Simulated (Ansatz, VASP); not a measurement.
# SnS: VASP beside Ansatz

One calculation is typed for both programs; each brings its own data sets. How far apart do they land? The structure shown is the start of the Ansatz relaxation below; VASP solves that cell, so the two are compared at the walk's first step.

Main program and level: Ansatz 0.2.0; plane waves, with VASP 6.6.1 beside it; single point at PBE.

### Step 1. The structure

The cell holds 16 atoms: 8 Sn and 8 S. Cell: a = 3.987 Å, b = 4.334 Å, c = 35.725 Å, α = 90.0°, β = 90.0°, γ = 90.0°. It derives from SnS. Vacuum lies along c.

### Step 2. Ansatz: relaxation, PBE

Ansatz runs on its default PAW (the set named soft_2) files.

The two programs are compared at the cell with which this relaxation starts, whose forces are those of its first step.

input.yaml

```yaml
crystal:
  lattice:
    - [3.987, 0.0, 0.0]
    - [0.0, 4.334, 0.0]
    - [0.0, 0.0, 35.72544]
  atoms:
    - { symbol: Sn, position: [0.75, 0.8802, 0.776069938] }
    - { symbol: S, position: [0.25, 0.4793, 0.766727576] }
    - { symbol: S, position: [0.75, 0.9793, 0.703525555] }
    - { symbol: Sn, position: [0.25, 0.3802, 0.694183193] }
    - { symbol: Sn, position: [0.75, 0.6198, 0.619318894] }
    - { symbol: S, position: [0.25, 0.0207, 0.609976532] }
    - { symbol: S, position: [0.75, 0.5207, 0.546774511] }
    - { symbol: Sn, position: [0.25, 0.1198, 0.537432149] }
    - { symbol: Sn, position: [0.75, 0.8802, 0.462567851] }
    - { symbol: S, position: [0.25, 0.4793, 0.453225489] }
    - { symbol: S, position: [0.75, 0.9793, 0.390023468] }
    - { symbol: Sn, position: [0.25, 0.3802, 0.380681106] }
    - { symbol: Sn, position: [0.75, 0.6198, 0.305816807] }
    - { symbol: S, position: [0.25, 0.0207, 0.296474445] }
    - { symbol: S, position: [0.75, 0.5207, 0.233272424] }
    - { symbol: Sn, position: [0.25, 0.1198, 0.223930062] }
kpoints:
  mp_grid: { grid: [8, 8, 1] }
scf:
  occupations: { method: fermi_dirac, width: 0.02 }
  n_extra_bands: 8
hamiltonian:
  xc: pbe
  pseudopotentials: { kind: paw }
output:
  forces: true
  write_potential: true
  volumetric_format: []
relax:
  f_tol: 0.01
  max_steps: 40
  cell: { fix: [c, alpha, beta] }
```

Command:

```
$ ansatz run input.yaml --threads 4 --pin off --max-ram 16384MiB --backend cpu --events-out ev --progress --plain --runs-dir out
```

Numbers of over 12 decimals in the logs are rounded to 6 here.

The log of the run:

```text
scf.n_extra_bands = 8 over 80 filled bands (N_el = 160.0): the run solves 88 bands
Engine: ansatz 0.2.0, aarch64-unknown-linux-gnu
Pseudopotentials: kind: paw
Pseudopotential: Sn, paw, valence charge 14, recommended cutoff 420 eV (normal), Sn.paw.azcp
Pseudopotential: S, paw, valence charge 6, recommended cutoff 420 eV (normal), S.paw.azcp
Functional definition: PBE
  parameter kappa = 0.804
  parameter beta = 0.066725
  exchange = pbe_x(kappa = kappa, mu = beta*pi^2/3)
  correlation = pbe_c(beta = beta)
Crystal: 16 atoms, lattice volume = 617.323 Å³
Basis set: ecut = 420 eV, 12073 PW (Γ), exchange–correlation on 54×60×480 points (8 copies of the dense FFT grid, shifted against one another)
Bands: 88, of which v1, the nominal top of the filled ones, is band 80 counted from 1 (79 counted from 0)
Symmetry: 4 space group operations
Space group: P21/m (ITA 11), of the structure as read, at distance tolerance 8.5e-5 Å
k-points: 25 of 64
Non-local potential: Sn, projectors of the file, l = 0: 2, l = 1: 2, l = 2: 2, l = 3: 2
Non-local potential: S, projectors of the file, l = 0: 2, l = 1: 2, l = 2: 2
PAW form: soft (Blöchl's): semilocal exchange-correlation on the pseudo side does not see the compensation charge
PAW one-centre angular grid: Sn, 590 points (default); XC on 64 Gauss nodes
PAW one-centre angular grid: S, 110 points (default); XC on 64 Gauss nodes
Initial density: superposition of atomic densities (neutral atoms: chi_scale 0, normalization atom), corrected by the library's trained network
Initial wavefunctions: pseudopotential atomic-orbital guess
Functional: x = pbe(κ = 0.804, μ = 0.219515), c = pbe(β = 0.066725)
SCF iter   1: F=—  HF=-55417.214291 eV  |F-HF|=—  |Δ(HF+E_count)|=         —  Δρ=1.44e-3  dr2=5.24e-2  ethr=1.77e-3  ⟨swp⟩=6.9  Hψ=9173  notcnv=0
preconditioner: auto → Resta (q_TF=auto, 2.179 Å⁻¹)  ε∞=2.5  [insulator: Δε(μ)=1.013 eV  Ē_g=15.546 eV  σ=0.020 eV  W_gap=1.00  n_scr=116 (ndim 8)  ℏωp=18.9 eV  f_vac=0.355  D(μ)=0.00/eV (n_scr^D=0)  ε∞_Penn≈2.5  vacuum switching on, ρ_ref=1.8e-2 e/Å³]
SCF iter   2: F=—  HF=-55417.209820 eV  |F-HF|=—  |Δ(HF+E_count)|=   4.47e-3  Δρ=8.82e-4  dr2=6.06e-2  ethr=3.27e-5  ⟨swp⟩=4.0  Hψ=6036  notcnv=0  defer=75
SCF iter   3: F=—  HF=-55417.205262 eV  |F-HF|=—  |Δ(HF+E_count)|=   4.56e-3  Δρ=4.58e-4  dr2=6.07e-3  ethr=3.27e-5  ⟨swp⟩=3.4  Hψ=2754  notcnv=0  defer=75
SCF iter   4: F=—  HF=-55417.205295 eV  |F-HF|=—  |Δ(HF+E_count)|=   3.24e-5  Δρ=2.33e-4  dr2=4.92e-4  ethr=3.79e-6  ⟨swp⟩=2.0  Hψ=2642  notcnv=0  defer=75
SCF iter   5: F=—  HF=-55417.205516 eV  |F-HF|=—  |Δ(HF+E_count)|=   2.21e-4  Δρ=9.84e-5  dr2=1.61e-4  ethr=3.07e-7  ⟨swp⟩=2.1  Hψ=2935  notcnv=0  defer=74
SCF iter   6: F=—  HF=-55417.205542 eV  |F-HF|=—  |Δ(HF+E_count)|=   2.61e-5  Δρ=4.21e-5  dr2=9.82e-6  ethr=1.00e-7  ⟨swp⟩=2.0  Hψ=2642  notcnv=0  defer=74
SCF iter   7: F=—  HF=-55417.205436 eV  |F-HF|=—  |Δ(HF+E_count)|=   1.06e-4  Δρ=9.86e-6  dr2=5.85e-7  ethr=6.14e-9  ⟨swp⟩=2.0  Hψ=4183  notcnv=0  defer=74
SCF iter   8: F=-55417.205436 eV  HF=-55417.205436 eV  |F-HF|=6.66e-8  |Δ(HF+E_count)|=   3.82e-7  Δρ=3.58e-6  dr2=8.53e-8  ethr=6.25e-11  ⟨swp⟩=10.2  Hψ=17365  notcnv=0
SCF 1 converged in 8 iterations: F = -55417.205436 eV  dr2 = 8.53e-8
  greatest PAW one-centre occupation: 0.992 electrons in one spin orbital (limit 2), on the Sn atom at site 12 (counted from 0), in its partial waves of l = 2
relax step   1: F+E_penalty+E_count = -55417.20543630 eV  Δ(F+E_penalty+E_count) = +0.000e0 eV  max|allowed force component| = 1.575e-1 eV/Å  Δτ_max = 0.0000 Å  P = +1.243 GPa  Ω = 617.323 Å³  fix = [c, alpha, beta]  reactions: c +1.036 GPa; alpha -0.044 GPa/rad  (8 SCF iters, dr2 threshold 1.00e-7 eV, accepted)
Crystal: 16 atoms, lattice volume = 655.927 Å³
Basis set: ecut = 420 eV, 12845 PW (Γ), exchange–correlation on 54×60×480 points (8 copies of the dense FFT grid, shifted against one another)
Initial density: handed on by an earlier stage of this run
Initial wavefunctions: those handed on with the density
iter 1 solved again at ethr=1.40e-4 eV; its pass at ethr=3.10e-3 eV (dr2=2.24e-1 eV) is discarded
SCF iter   1: F=—  HF=-55417.284692 eV  |F-HF|=—  |Δ(HF+E_count)|=         —  Δρ=5.44e-3  dr2=2.25e-1  ethr=1.40e-4  ⟨swp⟩=2.3  Hψ=14422  notcnv=0
preconditioner: auto → Resta (q_TF=auto, 2.157 Å⁻¹)  ε∞=2.4  [insulator: Δε(μ)=1.264 eV  Ē_g=15.415 eV  σ=0.020 eV  W_gap=1.00  n_scr=124 (ndim 8)  ℏωp=18.3 eV  f_vac=0.346  D(μ)=0.00/eV (n_scr^D=0)  ε∞_Penn≈2.4  vacuum switching on, ρ_ref=1.7e-2 e/Å³]
SCF iter   2: F=—  HF=-55417.260982 eV  |F-HF|=—  |Δ(HF+E_count)|=   2.37e-2  Δρ=2.74e-3  dr2=7.48e-2  ethr=1.40e-4  ⟨swp⟩=3.3  Hψ=3285  notcnv=0  defer=3
SCF iter   3: F=—  HF=-55417.264434 eV  |F-HF|=—  |Δ(HF+E_count)|=   3.45e-3  Δρ=1.86e-3  dr2=9.53e-2  ethr=4.67e-5  ⟨swp⟩=3.9  Hψ=3537  notcnv=0  defer=16
[...]
SCF iter   2: F=—  HF=-55417.312749 eV  |F-HF|=—  |Δ(HF+E_count)|=   7.56e-5  Δρ=1.17e-5  dr2=1.42e-7  ethr=3.49e-10  ⟨swp⟩=2.2  Hψ=4439  notcnv=0
SCF iter   3: F=—  HF=-55417.312751 eV  |F-HF|=—  |Δ(HF+E_count)|=   2.29e-6  Δρ=2.63e-6  dr2=2.75e-8  ethr=8.85e-11  ⟨swp⟩=3.0  Hψ=4417  notcnv=0
SCF iter   4: F=—  HF=-55417.312751 eV  |F-HF|=—  |Δ(HF+E_count)|=   1.90e-7  Δρ=8.32e-7  dr2=3.52e-8  ethr=1.72e-11  ⟨swp⟩=2.4  Hψ=3681  notcnv=0
SCF iter   5: F=—  HF=-55417.312751 eV  |F-HF|=—  |Δ(HF+E_count)|=  8.15e-10  Δρ=1.79e-7  dr2=1.62e-10  ethr=1.72e-11  ⟨swp⟩=2.0  Hψ=2689  notcnv=0
SCF iter   6: F=-55417.312751 eV  HF=-55417.312751 eV  |F-HF|=2.98e-10  |Δ(HF+E_count)|=   2.18e-9  Δρ=6.62e-8  dr2=1.08e-10  ethr=1.00e-12  ⟨swp⟩=8.0  Hψ=12620  notcnv=0
SCF 7 converged in 6 iterations: F = -55417.312751 eV  dr2 = 1.08e-10
relax step   7: F+E_penalty+E_count = -55417.31275136 eV  Δ(F+E_penalty+E_count) = -2.376e-3 eV  max|allowed force component| = 2.501e-3 eV/Å  Δτ_max = 0.0000 Å  P = +0.004 GPa  Ω = 637.481 Å³  fix = [c, alpha, beta]  reactions: c +0.009 GPa; alpha -0.001 GPa/rad  stress off target by 1.71e-3 GPa on what of the cell is left free  SCF on the basis re-selected at this cell (its energy is not comparable with the rows above)  (6 SCF iters)
basis re-selected at this cell: Δ(F+E_penalty+E_count) = -2.376e-3 eV, ΔP = -0.000 GPa vs the last step (what re-selecting the basis moved, of the pressure what is left beyond the Pulay correction that the steps carried, after the strain that the cell walked since its last selection, with what the two solves' SCF thresholds leave and, on support functions, any second-order correction that the steps lacked; it is no m [...]
SCF converged after 6 iterations
Free energy (F): -55417.312751 eV
Harris-Foulkes:  -55417.312751 eV  (|F-HF|=2.98e-10)
Internal energy: -55417.312751 eV  (E = F + TS)
E sigma→0 (E₀):  -55417.312751 eV
Fermi energy:    3.650221 eV
--- Per-component energies (eV) ---
  E_band       = -1598.242990
  E_kinetic    = 2329.019738
  E_local      = -111760.777697  (includes V_loc(G=0)·N_el)
  E_nonlocal   = -33.363274
  E_hartree    = 56089.310716
  E_xc         = -3838.488218
  E_vxc        = -1466.035080  (∫ρ·V_xc dr)
  E_paw        = -37870.885100  (= ΣΔE_a)
  E_vpaw       = -2845.705291  (= ΣTr[D̂ρ^β])
  E_aug_tail   = 0.000010  (compensation charges beyond the density's cutoff)
  E_ewald      = 39667.871074
  E_smearing   = -0.000000  (= −TS)
  E_closure    = 0.000000  (closes the sum)
  Σ components = -55417.312751   (vs F -55417.312751, Δ=0.00e0)
--- Forces (eV/Å), atoms counted from 1 ---
  atom   1  Sn     0.00000000    -0.00152859    -0.00126827
  atom   2  S      0.00000000     0.00077872    -0.00053767
  atom   3  S      0.00000000     0.00065300     0.00246738
  atom   4  Sn     0.00000000     0.00038559     0.00207278
  atom   5  Sn     0.00000000    -0.00057254    -0.00014977
  atom   6  S      0.00000000     0.00020949     0.00078887
  atom   7  S      0.00000000     0.00141215    -0.00235693
  atom   8  Sn     0.00000000     0.00057748     0.00250119
  atom   9  Sn     0.00000000    -0.00057748    -0.00250119
  atom  10  S      0.00000000    -0.00141215     0.00235693
  atom  11  S      0.00000000    -0.00020949    -0.00078887
  atom  12  Sn     0.00000000     0.00057254     0.00014977
  atom  13  Sn     0.00000000    -0.00038559    -0.00207278
  atom  14  S      0.00000000    -0.00065300    -0.00246738
  atom  15  S      0.00000000    -0.00077872     0.00053767
  atom  16  Sn     0.00000000     0.00152859     0.00126827
  max |Σ_I F_I| component: 6.51e-19 eV/Å
--- Stress (GPa, compression-positive) ---
        0.001143      -0.000000       0.000000
       -0.000000       0.001709       0.000728
        0.000000       0.000728       0.008533
  P = ⅓ Tr σ = 0.0038 GPa (0.038 kbar)
--- Band table (eV; the first three rows and the last of 25) ---
  k-point 0: bands = [... 76 lower, 2.5533, 2.6606, 2.7582, 2.7726, 4.4045, 4.9803, 5.7749, 6.0095, ... 4 higher]
  k-point 1: bands = [... 76 lower, 2.3804, 2.5491, 2.6895, 2.7450, 4.4952, 5.0468, 5.6350, 5.8286, ... 4 higher]
  k-point 2: bands = [... 76 lower, 2.4562, 2.5261, 2.6482, 2.7655, 4.8112, 4.8650, 5.1418, 5.3712, ... 4 higher]
  k-point 24: bands = [... 76 lower, 1.7644, 1.7644, 1.8764, 1.8764, 5.9755, 5.9755, 6.0479, 6.0479, ... 4 higher]
--- Relaxed structure (6 steps of the walk, 6 accepted, 1 SCFs on fresh bases) ---
  F+E_penalty+E_count = -55417.31275136 eV   max|allowed force component| = 2.501e-3 eV/Å   (the final SCF, on the basis selected at the relaxed cell)
  cell:  # Å, volume = 637.4814 Å³
    - [4.034032, 0.0, 0.0]
    - [0.0, 4.423343, 0]
    - [0.0, 0, 35.72544]
  atoms:
    - { symbol: Sn, position: [0.750000, 0.884611, 0.780487] }
    - { symbol: S, position: [0.25, 0.482756, 0.772237] }
    - { symbol: S, position: [0.750000, 0.981931, 0.708288] }
    - { symbol: Sn, position: [0.25, 0.381934, 0.699615] }
    - { symbol: Sn, position: [0.750000, 0.626336, 0.621191] }
    - { symbol: S, position: [0.25, 0.021326, 0.612076] }
    - { symbol: S, position: [0.750000, 0.521157, 0.548120] }
    - { symbol: Sn, position: [0.25, 0.125935, 0.538977] }
    - { symbol: Sn, position: [0.750000, 0.874065, 0.461023] }
    - { symbol: S, position: [0.25, 0.478843, 0.451880] }
    - { symbol: S, position: [0.750000, 0.978674, 0.387924] }
    - { symbol: Sn, position: [0.25, 0.373664, 0.378809] }
    - { symbol: Sn, position: [0.750000, 0.618066, 0.300385] }
    - { symbol: S, position: [0.25, 0.018069, 0.291712] }
    - { symbol: S, position: [0.750000, 0.517244, 0.227763] }
    - { symbol: Sn, position: [0.25, 0.115389, 0.219513] }
```

[end of part 1 of 2]

[Lines on the potential files, build, host, timing and source positions are cut from VASP's logs without a mark.]

[Logs are printed without paths, hosts, clocks, repeated set-up lines and the standing remarks that a program may print on its own settings, such as how far it seeks lower states.]

[Hosts, paths, dates, database ids (printed as entryN), source tags and the programs' standing remarks are cut or masked in the printed files.]
